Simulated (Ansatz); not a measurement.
## HfO2 (P2_1/c): the host for defect calculations

Aim: the runs on the perfect crystal HfO2 (P2_1/c) that a defect calculation needs first.

Calculated with Ansatz 0.2.0; plane-wave PAW DFT, PBEsol; relaxation of the host's cell and atoms; PAW set soft_1, in the first sound run; inputs show where later runs differ.

## Step 1: The starting structure

Symmetry: P2_1/c, No. 14, monoclinic system. The conventional cell has a = 5.094 Å, b = 5.151 Å, c = 5.276 Å, α = 90.00°, β = 99.56°, γ = 90.00°. Nearest to Hf lie 7 O at 2.03 to 2.24 Å. Nearest to O lie 4 Hf at 2.13 to 2.24 Å. O has 3 Hf at 2.03 to 2.13 Å nearest. Farther neighbours and most contacts between anions are not listed.

## Step 2: Host cell relaxation

Cell and atoms are relaxed together, until forces and stress fall under their thresholds.

The input, cell/input.yaml:

```yaml
crystal:
  lattice:
    - [5.094175, 0.0, 0.0]
    - [0.0, 5.1506447, 0.0]
    - [-0.876169, 0.0, 5.2029535]
  atoms:
    - { symbol: Hf, position: [0.27613578, 0.45806468, 0.70790733] }
    - { symbol: Hf, position: [0.72386422, 0.95806468, 0.79209267] }
    - { symbol: Hf, position: [0.72386422, 0.54193532, 0.29209267] }
    - { symbol: Hf, position: [0.27613578, 0.04193532, 0.20790733] }
    - { symbol: O, position: [0.44799782, 0.74252595, 0.97857799] }
    - { symbol: O, position: [0.55200218, 0.24252595, 0.52142201] }
    - { symbol: O, position: [0.55200218, 0.25747405, 0.02142201] }
    - { symbol: O, position: [0.44799782, 0.75747405, 0.47857799] }
    - { symbol: O, position: [0.06836078, 0.33075888, 0.34625278] }
    - { symbol: O, position: [0.93163922, 0.83075888, 0.15374722] }
    - { symbol: O, position: [0.93163922, 0.66924112, 0.65374722] }
    - { symbol: O, position: [0.06836078, 0.16924112, 0.84625278] }
basis:
  ecutwfc: 420
  xc_grid: 2
hamiltonian:
  xc: pbesol
  pseudopotentials: { kind: paw, azcp: { folder: soft_1 }, xc_functional: pbe }
kpoints:
  mp_grid: { grid: [6, 6, 6] }
scf:
  occupations: { method: fixed }
  max_iter: 100
relax:
  f_tol: 0.005
  max_steps: 60
  cell: {}
output:
  forces: true
  stress: true
checkpoint:
  write: "../cell.run"
  compress: false
  write_wavefunctions: false
  write_every: 100000
```

Run with:

```bash
ansatz run input.yaml --threads 32 --pin off --max-ram 84787MiB --backend cpu --events-out ev --progress --plain --runs-dir out
```

Numbers of over 12 decimals in the logs are rounded to 6 here.

What it wrote:

```text
[... repeated set-up lines and file paths are left out, and long positions are rounded to six places ...]
Engine: ansatz 0.2.0, aarch64-unknown-linux-gnu
Pseudopotentials: kind: paw
Pseudopotential: Hf, paw, valence charge 26, recommended cutoff 420 eV (normal), soft_1/Hf.paw.azcp
Pseudopotential: O, paw, valence charge 6, recommended cutoff 420 eV (normal), soft_1/O.paw.azcp
Functional definition: PBEsol
  exchange = pbesol_x
  correlation = pbesol_c
Crystal: 12 atoms, lattice volume = 136.517 Å³
Basis set: ecut = 420 eV, 2677 PW (Γ), exchange–correlation on 72×72×72 points (8 copies of the dense FFT grid, shifted against one another)
Bands: 92, of which v1, the nominal top of the filled ones, is band 76 counted from 1 (75 counted from 0)
Symmetry: 4 space group operations
Space group: P21/c (ITA 14), of the structure as read, at distance tolerance 5.1e-5 Å
k-points: 80 of 216
Non-local potential: Hf, projectors of the file, l = 0: 3, l = 1: 2, l = 2: 2, l = 3: 3
Non-local potential: O, projectors of the file, l = 0: 2, l = 1: 2, l = 2: 1
PAW form: soft (Blöchl's): semilocal exchange-correlation on the pseudo side does not see the compensation charge
PAW frozen core: Hf, regenerated for the run's functional, and the local potential with it (the file was generated under x = pbe(κ = 0.804, μ = 0.219515), c = pbe(β = 0.066725))
PAW frozen core: O, regenerated for the run's functional, and the local potential with it (the file was generated under x = pbe(κ = 0.804, μ = 0.219515), c = pbe(β = 0.066725))
PAW one-centre angular grid: Hf, 590 points (default); XC on 64 Gauss nodes
PAW one-centre angular grid: O, 110 points (default); XC on 64 Gauss nodes
Initial density: superposition of atomic densities (chi_scale 0.1, normalization cell, long waves kept (reshape's long-wave potential 0.02 eV rms))
Initial wavefunctions: pseudopotential atomic-orbital guess
Functional: x = pbesol(κ = 0.804, μ = 0.123457), c = pbesol(β = 0.046)
SCF iter   1: F=—  HF=-66907.276322 eV  |Δ(HF+E_count)|=         —  Δρ=9.31e-2  dr2=9.67e0  Hψ=20105
preconditioner: auto → Resta (q_TF=auto, 2.778 Å⁻¹)  ε∞=4.9  [insulator: Δε(μ)=3.037 eV  Ē_g=19.248 eV  n_scr=48 (ndim 8)  ℏωp=38.1 eV  f_vac=0.007  ε∞_Penn≈4.9]
SCF iter   2: F=—  HF=-66905.037303 eV  |Δ(HF+E_count)|=    2.24e0  Δρ=4.19e-2  dr2=2.25e0  Hψ=14446
[...]
SCF iter  11: F=-66904.250994 eV  HF=-66904.250994 eV  |Δ(HF+E_count)|=   1.63e-7  Δρ=3.42e-6  dr2=1.66e-8  Hψ=30154
SCF 1 converged in 11 iterations: F = -66904.250994 eV  dr2 = 1.66e-8
  greatest PAW one-centre occupation: 0.999 electrons in one spin orbital (limit 2), on the Hf atom at site 2 (counted from 0), in its partial waves of l = 3
relax step   1: F+E_penalty+E_count = -66904.25099370 eV  Δ(F+E_penalty+E_count) = +0.000e0 eV  max|allowed force component| = 1.530e-1 eV/Å  Δτ_max = 0.0000 Å  P = +1.784 GPa  Ω = 136.517 Å³  (11 SCF iters, dr2 threshold 1.00e-7 eV, accepted)
[... the SCF cycles and remarks between the steps are left out from here to the last step ...]
relax step   2: F+E_penalty+E_count = -66904.25417460 eV  Δ(F+E_penalty+E_count) = -3.181e-3 eV  max|allowed force component| = 4.125e-2 eV/Å  Δτ_max = 0.0070 Å  P = -0.336 GPa  Ω = 137.526 Å³  energy of the carried Pulay correction = -3.512e-3 eV  (7 SCF iters, dr2 threshold 1.20e-6 eV, accepted)
relax step   3: F+E_penalty+E_count = -66904.25546794 eV  Δ(F+E_penalty+E_count) = -1.293e-3 eV  max|allowed force component| = 1.814e-2 eV/Å  Δτ_max = 0.0037 Å  P = -0.118 GPa  Ω = 137.425 Å³  energy of the carried Pulay correction = -3.160e-3 eV  (5 SCF iters, dr2 threshold 5.72e-7 eV, accepted)
relax step   4: F+E_penalty+E_count = -66904.25729885 eV  Δ(F+E_penalty+E_count) = -1.831e-3 eV  max|allowed force component| = 2.235e-2 eV/Å  Δτ_max = 0.0251 Å  P = -0.033 GPa  Ω = 137.240 Å³  energy of the carried Pulay correction = -2.517e-3 eV  (7 SCF iters, dr2 threshold 1.23e-7 eV, accepted)
relax step   5: F+E_penalty+E_count = -66904.25800261 eV  Δ(F+E_penalty+E_count) = -7.038e-4 eV  max|allowed force component| = 1.420e-2 eV/Å  Δτ_max = 0.0217 Å  P = -0.077 GPa  Ω = 137.121 Å³  energy of the carried Pulay correction = -2.105e-3 eV  (7 SCF iters, dr2 threshold 3.12e-8 eV, accepted)
relax step   6: F+E_penalty+E_count = -66904.25822769 eV  Δ(F+E_penalty+E_count) = -2.251e-4 eV  max|allowed force component| = 1.887e-3 eV/Å  Δτ_max = 0.0060 Å  P = +0.002 GPa  Ω = 137.124 Å³  energy of the carried Pulay correction = -2.117e-3 eV  (5 SCF iters, dr2 threshold 1.80e-7 eV, accepted)
[...]
iter 1 solved again at ethr=2.67e-8 eV; its pass at ethr=3.10e-3 eV (dr2=4.06e-5 eV) is discarded
SCF iter   1: F=—  HF=-66904.260320 eV  |Δ(HF+E_count)|=         —  Δρ=1.44e-4  dr2=9.45e-7  Hψ=44716
[...]
SCF iter   2: F=—  HF=-66904.260391 eV  |Δ(HF+E_count)|=   7.10e-5  Δρ=7.32e-5  dr2=2.96e-7  Hψ=12633
SCF iter   3: F=—  HF=-66904.260422 eV  |Δ(HF+E_count)|=   3.12e-5  Δρ=1.19e-5  dr2=4.74e-8  Hψ=10939
SCF iter   4: F=—  HF=-66904.260422 eV  |Δ(HF+E_count)|=   5.17e-7  Δρ=1.94e-6  dr2=3.22e-9  Hψ=11533
SCF iter   5: F=—  HF=-66904.260422 eV  |Δ(HF+E_count)|=   1.25e-8  Δρ=8.92e-7  dr2=1.12e-9  Hψ=12921
SCF iter   6: F=—  HF=-66904.260422 eV  |Δ(HF+E_count)|=   1.11e-9  Δρ=4.12e-7  dr2=1.80e-10  Hψ=8510
SCF iter   7: F=-66904.260422 eV  HF=-66904.260422 eV  |Δ(HF+E_count)|=  3.20e-10  Δρ=1.52e-7  dr2=1.99e-11  Hψ=28197
SCF 7 converged in 7 iterations: F = -66904.260422 eV  dr2 = 1.99e-11
relax step   7: F+E_penalty+E_count = -66904.26042248 eV  Δ(F+E_penalty+E_count) = -2.195e-3 eV  max|allowed force component| = 2.017e-3 eV/Å  Δτ_max = 0.0000 Å  P = +0.032 GPa  Ω = 137.124 Å³  stress off target by 4.59e-2 GPa  SCF on the basis re-selected at this cell (its energy is not comparable with the rows above)  (7 SCF iters)
basis re-selected at this cell: Δ(F+E_penalty+E_count) = -2.195e-3 eV, ΔP = +0.030 GPa vs the last step (what re-selecting the basis moved, of the pressure what is left beyond the Pulay correction that the steps carried, after the strain that the cell walked [...]
SCF converged after 7 iterations
Free energy (F): -66904.260422 eV
Harris-Foulkes:  -66904.260422 eV  (|F-HF|=1.46e-11)
Internal energy: -66904.260422 eV  (E = F + TS)
E sigma→0 (E₀):  -66904.260422 eV
Fermi energy:    12.995814 eV
--- Per-component energies (eV) ---
  E_band       = -157.874554
  E_kinetic    = 2971.047470
  E_local      = -29481.912859  (includes V_loc(G=0)·N_el)
  E_nonlocal   = 705.731295
  E_hartree    = 14002.749980
  E_xc         = -1623.480972
  E_vxc        = -1743.989866  (∫ρ·V_xc dr)
  E_paw        = -31573.299689  (= ΣΔE_a)
  E_vpaw       = -614.256730  (= ΣTr[D̂ρ^β])
  E_aug_tail   = 0.006528  (compensation charges beyond the density's cutoff)
  E_ewald      = -21910.388703
  E_core_change = 5.286528  (= ΣΔE_core)
  E_smearing   = -0.000000  (= −TS)
  E_closure    = 0.000000  (closes the sum)
  Σ components = -66904.260422   (vs F -66904.260422, Δ=0.00e0)
--- Forces (eV/Å), atoms counted from 1 ---
  atom   1  Hf     0.00005037     0.00201716    -0.00041454
  atom   2  Hf    -0.00005037     0.00201716     0.00041454
  atom   3  Hf    -0.00005037    -0.00201716     0.00041454
  atom   4  Hf     0.00005037    -0.00201716    -0.00041454
  atom   5  O     -0.00093199     0.00022861     0.00002958
  atom   6  O      0.00093199     0.00022861    -0.00002958
  [... 6 more lines of this table ...]
  max |Σ_I F_I| component: 0.00e0 eV/Å
--- Stress (GPa, compression-positive) ---
        0.027246       0.000000      -0.005409
        0.000000       0.045878       0.000000
       -0.005409       0.000000       0.022463
  P = ⅓ Tr σ = 0.0319 GPa (0.319 kbar)
--- Relaxed structure (6 steps of the walk, 6 accepted, 1 SCFs on fresh bases) ---
  F+E_penalty+E_count = -66904.26042248 eV   max|allowed force component| = 2.017e-3 eV/Å   (the final SCF, on the basis selected at the relaxed cell)
  cell:  # Å, volume = 137.1243 Å³
    - [5.096062, 0.0, -0.00164836]
    - [0.0, 5.177531, 0.0]
    - [-0.878177, 0.0, 5.197337]
  atoms:
    - { symbol: Hf, position: [0.277155, 0.457022, 0.708187] }
    - { symbol: Hf, position: [0.722845, 0.957022, 0.791813] }
    - { symbol: Hf, position: [0.722845, 0.542978, 0.291813] }
    - { symbol: Hf, position: [0.277155, 0.042978, 0.208187] }
    - { symbol: O, position: [0.447132, 0.741797, 0.980022] }
    - { symbol: O, position: [0.552868, 0.241797, 0.519978] }
  [... 6 more lines of this table ...]
```

The job ended after 23 s (32 threads of Arm Neoverse V2, shared host; peak memory 2 GiB).

The steps of the relaxation:

| step | energy less that of the first step (eV) | largest force component (eV/Å) | pressure (GPa) | volume (Å³) |
| --- | --- | --- | --- | --- |
| 1 | 0.0000 | 0.1530 | 1.78 | 136.52 |
| 2 | -0.0032 | 0.0412 | -0.34 | 137.53 |
| 3 | -0.0045 | 0.0181 | -0.12 | 137.42 |
| 4 | -0.0063 | 0.0223 | -0.03 | 137.24 |
| 5 | -0.0070 | 0.0142 | -0.08 | 137.12 |
| 6 | -0.0072 | 0.0019 | 0.00 | 137.12 |
| 7* | -0.0094 | 0.0020 | 0.03 | 137.12 |

Relaxation steps marked * repeat the geometry before them on a plane-wave basis chosen anew for their cell, so energy and pressure can jump there.

The run keeps the 4 symmetry operations that it works with, so distortions that break them were not tested.

| cell as run | before | after | change |
| --- | --- | --- | --- |
| a (Å) | 5.094 | 5.096 | +0.0 % |
| b (Å) | 5.151 | 5.178 | +0.5 % |
| c (Å) | 5.276 | 5.271 | -0.1 % |
| β (°) | 99.56 | 99.61 | +0.1 % |
| volume (Å³/atom) | 11.38 | 11.43 | +0.4 % |

The atoms that moved most (Å, as changes of fractional coordinates times the final cell):

| atom | dx | dy | dz | length |
| --- | --- | --- | --- | --- |
| O10 | -0.020 | 0.035 | 0.028 | 0.049 |
| O11 | -0.020 | -0.035 | 0.028 | 0.049 |
| O9 | 0.020 | 0.035 | -0.028 | 0.049 |
| O12 | 0.020 | -0.035 | -0.028 | 0.049 |
| O8 | -0.006 | 0.004 | 0.007 | 0.010 |
| O5 | -0.006 | -0.004 | 0.007 | 0.010 |
| O7 | 0.006 | 0.004 | -0.007 | 0.010 |
| O6 | 0.006 | -0.004 | -0.007 | 0.010 |

Numbers from this step:

* pressure: 0.03186 GPa

The relaxation ends with a largest force component of 0.0020 eV/Å and a pressure of 0.03 GPa.

## Step 3: Dielectric tensors of the host

The response to a uniform electric field gives the electronic dielectric tensor.

This step: plane-wave PAW DFPT, PBEsol; dielectric tensors, Born charges and zone-centre modes of the host; PAW set soft_1 (Ansatz 0.2.0).

The input, eps/input.yaml:

```yaml
crystal:
  lattice:
    - [5.0960620715, 0.0, -0.0016483557]
    - [0.0, 5.1775305436, 0.0]
    - [-0.8781771194, 0.0, 5.1973371285]
  atoms:
    - { symbol: Hf, position: [0.2771546276, 0.4570220761, 0.7081870593] }
    - { symbol: Hf, position: [0.7228453724, 0.9570220761, 0.7918129407] }
    - { symbol: Hf, position: [0.7228453724, 0.5429779239, 0.2918129407] }
    - { symbol: Hf, position: [0.2771546276, 0.0429779239, 0.2081870593] }
    - { symbol: O, position: [0.447131741, 0.7417965992, 0.9800218393] }
    - { symbol: O, position: [0.552868259, 0.2417965992, 0.5199781607] }
    - { symbol: O, position: [0.552868259, 0.2582034008, 0.0199781607] }
    - { symbol: O, position: [0.447131741, 0.7582034008, 0.4800218393] }
    - { symbol: O, position: [0.0712950624, 0.3374659056, 0.3407824343] }
    - { symbol: O, position: [0.9287049376, 0.8374659056, 0.1592175657] }
    - { symbol: O, position: [0.9287049376, 0.6625340944, 0.6592175657] }
    - { symbol: O, position: [0.0712950624, 0.1625340944, 0.8407824343] }
basis:
  ecutwfc: 420
hamiltonian:
  xc: pbesol
  pseudopotentials: { kind: paw, azcp: { folder: soft_1 }, xc_functional: pbe }
kpoints:
  mp_grid: { grid: [5, 5, 5] }
scf:
  occupations: { method: fixed }
  max_iter: 100
phonons:
  method: dfpt
  dielectric: true
  rigid_motions: translations
```

What it wrote:

```text
[...]
Crystal: 12 atoms, lattice volume = 137.124 Å³
Basis set: ecut = 420 eV, 2689 PW (Γ), exchange–correlation on 72×72×72 points (8 copies of the dense FFT grid, shifted against one another)
Bands: 92, of which v1, the nominal top of the filled ones, is band 76 counted from 1 (75 counted from 0)
Symmetry: 4 space group operations
k-points: 63 of 125 (irreducible under 1 space group operation, time reversal used)
[...]
SCF iter   1: F=—  HF=-66907.278318 eV  |Δ(HF+E_count)|=         —  Δρ=9.33e-2  dr2=9.75e0  Hψ=16207
[...]
SCF iter   2: F=—  HF=-66905.030894 eV  |Δ(HF+E_count)|=    2.25e0  Δρ=4.16e-2  dr2=2.23e0  Hψ=11585
[...]
SCF iter  15: F=-66904.260385 eV  HF=-66904.260385 eV  |Δ(HF+E_count)|=  1.46e-11  Δρ=7.68e-8  dr2=6.46e-12  Hψ=32998
SCF 1 converged in 15 iterations: F = -66904.260385 eV  dr2 = 6.46e-12
[...]
NSCF: frozen V_eff on 9 k-points
DFPT response loops at Γ: preconditioner auto → Resta (q_TF=auto, 2.776 Å⁻¹)  ε∞=3.9 (no band partly filled); β = 1.00, the filter's whole step (`scf.mixing.beta` (0.50) is not read by the response loops at its default; [...]
── the response to a field inside a basis, on 6×6×6 k-points: an SCF that follows is theirs, and a resumed run solves both again ──
Bands: 77, of which v1, the nominal top of the filled ones, is band 76 counted from 1 (75 counted from 0)
k-points: 54 of 216
[...]
Eigensolver: Dense (54 Hₖ)
SCF iter   1: F=—  HF=-66903.978605 eV  |Δ(HF+E_count)|=         —  Δρ=5.73e-4  dr2=1.10e-4
[...]
SCF iter   5: F=-66903.978636 eV  HF=-66903.978636 eV  |Δ(HF+E_count)|=   2.36e-7  Δρ=9.53e-6  dr2=8.54e-8
SCF 1 converged in 5 iterations: F = -66903.978636 eV  dr2 = 8.54e-8
[...]
SCF converged after 15 iterations
[...]
246.25      1             0.2715
        249.50      1             0.0000
        249.86      1            16.8963
        309.66      1            63.3043
        324.39      1             0.0000
        325.38      1             0.0000
        331.22      1            26.1863
        343.08      1            36.8957
        376.31      1             0.0000
        385.35      1            42.3848
        390.98      1             0.0000
        400.53      1            28.4732
        482.18      1             0.0000
        489.64      1            13.4309
        500.51      1             0.0000
        501.82      1            19.8667
        537.93      1             0.0000
        557.07      1             0.0000
        591.46      1            13.4932
        617.07      1             0.0000
        641.22      1             0.0456
        651.68      1             0.0000
        718.58      1            15.6007
        755.51      1             0.0000
  optical modes at Γ + LO–TO along q̂ = [1.0000, 0.0000, 0.0000]:
      ω (cm⁻¹)  modes    IR ((D/Å)²/amu)
        116.31      1             0.0000
        126.95      1             0.0000
        129.57      1             0.0373
        130.17      1             0.0000
        143.74      1             0.0000
        162.96      1             0.0000
        179.02      1             0.8567
        238.21      1             0.0000
        244.96      1             5.4523
        246.95      1             1.3761
        249.50      1             0.0000
        249.86      1            16.8963
        324.39      1             0.0000
        325.38      1             0.0000
        331.04      1            22.1609
        343.08      1            36.8957
[...]
optical modes at Γ + LO–TO along q̂ = [0.0000, 1.0000, 0.0000]:
      ω (cm⁻¹)  modes    IR ((D/Å)²/amu)
[...]
optical modes at Γ + LO–TO along q̂ = [0.0000, 0.0000, 1.0000]:
      ω (cm⁻¹)  modes    IR ((D/Å)²/amu)
[...]
489.64      1            13.4309
        495.90      1            19.6809
        500.51      1             0.0000
        537.93      1             0.0000
        557.07      1             0.0000
        591.46      1            13.4932
        617.07      1             0.0000
        632.38      1            77.0506
        641.22      1             0.0456
        651.68      1             0.0000
        720.98      1            18.0888
        755.51      1             0.0000
```

Run time: 2.6 min. Hardware: 32 threads; peak memory 4.8 GiB; 38 min of CPU time.

Electronic dielectric tensor:

```
5.04 0.00 0.14
0.00 5.07 0.00
0.14 0.00 4.75
```

Static dielectric tensor:

```
20.65  0.00  1.35
 0.00 18.84  0.00
 1.35  0.00 15.26
```

The principal values of the electronic dielectric tensor are 4.69, 5.07 and 5.10. The principal values of the static dielectric tensor are 14.94, 18.84 and 20.97.

(Part 1 of 2 ends here.)

[Logs are printed without paths, hosts, clocks, repeated set-up lines and the standing remarks that a program may print on its own settings, such as how far it seeks lower states.]

[Hosts, paths, dates, database ids (printed as entryN), source tags and the programs' standing remarks are cut or masked in the printed files.]

[Runs of the host that timed out are not shown.]

[For some hosts the program warned that the k-mesh of the response run may be too coarse for force constants and the static dielectric constant; such warnings are not always shown.]
